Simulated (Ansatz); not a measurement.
**TiB under changes of volume**

One of the cells (10.675 Å³/atom); the others are scaled copies at fixed shape and fractional positions:

```
Ti B
1.0
     6.12000    0.00000    0.00000
     0.00000    3.06000    0.00000
     0.00000    0.00000    4.56000
Ti B
4 4
Direct
  0.67700 0.25000 0.37700
  0.32300 0.75000 0.62300
  0.82300 0.75000 0.87700
  0.17700 0.25000 0.12300
  0.52900 0.25000 0.89700
  0.47100 0.75000 0.10300
  0.97100 0.75000 0.39700
  0.02900 0.25000 0.60300
```

| Quantity | Value |
| --- | --- |
| Program | Ansatz 0.2.0 |
| Functional | PBEsol |
| Potentials or basis | Ansatz PAW |
| Cutoff | 420 eV (not typed: the program's choice for these potentials) |
| k mesh | 5 × 9 × 6 |
| Occupations | fermi-dirac, width 0.05 eV |
| Spin | no spin polarisation |

```tsv
volume (Å³/atom)	energy over the lowest point (meV/atom)	pressure (GPa)	largest force (eV/Å)
10.034	8.71	8.4	0.173
10.248	?	?	?
10.461	0.00	-1.5	0.226
10.675	4.89	-5.7	0.260
10.888	15.16	-9.6	0.295
11.101	30.30	-13.0	0.329
11.315	49.84	-16.2	0.363
```

What does the run at 10.248 Å³/atom give?

Energy over the lowest point 1.06 meV/atom; pressure 3.2 GPa; largest force 0.196 eV/Å.

Worked out: A Birch-Murnaghan fit of order 3 (a polynomial in V^(-2/3)) to the other rows has its minimum at 10.39 Å³/atom with B0 = V·E''(V) = 225 GPa and B' = 4.0 at fixed shape and positions, which overstates the stiffness. It gives 1.03 meV/atom at 10.248 Å³/atom, against the run's 1.06, and -dE/dV = 3.2 GPa, against 3.2.

Energies are extrapolated to zero smearing.

Caveats: the PAW data sets come from PBE, with cores solved anew for the run's functional, which leaves a small shift of forces and pressure.
